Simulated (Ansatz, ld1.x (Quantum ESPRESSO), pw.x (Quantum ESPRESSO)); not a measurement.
# Cd: does the TM potential hold in the solid?

ld1.x (Quantum ESPRESSO) 7.5 input, shortened:

```
&input
   title='Cd', zed=48., rel=1, dft='PBE', iswitch=3,
   config='[Kr] 4d10 5s1 5p0 5d-2'
 /
 &inputp
   pseudotype=2, tm=.true., lloc=0,
   nlcc=.false.
 /
3
5P  2  1   0.00   0.00  2.00  2.00  0.0
5D  3  2  -2.00   0.25  2.25  2.25  0.0
5S  1  0   1.00   0.00  2.30  2.30  0.0
 &test
   configts(1)='5s1 5p0'
 /
```

Atomic tests: cutoffs needed: 8 Ry and 21 Ry (the cutoffs (Ry, on a coarse ladder) from which the occupation-weighted sum of valence levels, in a spherical-Bessel basis at the reference potential, stays within 10 and 1 mRy of its value at 400 Ry) The cutoffs count occupied waves only; the empty 5p level needs 18 Ry at the loose tolerance.; ghost test: ghost state, extra bound levels that the all-electron valence spectrum of the same l lacks: d at -32.1 eV; a true bound ghost makes a file unfit for plane-wave use (spherical-Bessel basis up to 400 Ry, 20 bohr box); largest excitation error: +281 meV (all-electron minus pseudo) for 5s0 5p2, out of 5 test configurations.

Crystal test: sc Cd in pw.x 7.5, no spin, 11³ k-points, Fermi–Dirac smearing 0.01 Ry, cutoffs 35/140 Ry. The reference is all-electron LAPW (Ansatz 0.2.0) with the same functional, mesh and smearing; V0 and B0 come from Birch–Murnaghan fits to the pressures at five volumes. Errors are pseudo minus all-electron; Δ is the rms difference of the E(V) curves that follow from these fits, minima aligned, over ±6 % about the mean V0. Mesh and smearing are coarse, so the numbers serve the comparison and aren't converged zero-temperature values; the lattice is a test structure that the element need not adopt.

All-electron: a0 = 2.995 Å (V0 = 26.87 Å³/atom), B0 = 30.3 GPa.

Question: How far does the potential miss the all-electron equation of state?

Answer: mean pressure error (GPa): -21.07. The pressure does not cross zero within the volumes sampled, so no fit is given. This is a poor potential for the solid. The pseudo pressure rises with volume over the whole range, a mechanical instability. Note: ghost state, extra bound levels that the all-electron valence spectrum of the same l lacks: d at -32.1 eV. A true bound ghost makes a file unfit for plane-wave use.

| V (Å³/atom) | P all-electron (GPa) | P pseudo (GPa) |
| --- | --- | --- |
| 25.526 | 1.81 | -22.62 |
| 26.198 | 0.83 | -21.74 |
| 26.870 | -0.00 | -20.89 |
| 27.542 | -0.70 | -20.10 |
| 28.213 | -1.28 | -19.35 |

Question: At the middle volume, how do free energy and pressure move when the wave cutoff is lowered (ecutrho kept at four times it)?

Answer:

```csv
cutoff (Ry),shift of F (meV/atom),shift of P (GPa)
16,+277.2,+1.06
21,+116.4,+0.93
28,+44.3,+1.24
```

The run at the middle volume (56 k-points, 8 iterations) took about 5.4 s on one core of a shared host (Neoverse-V1, 32 threads, 247 GiB, load 20).
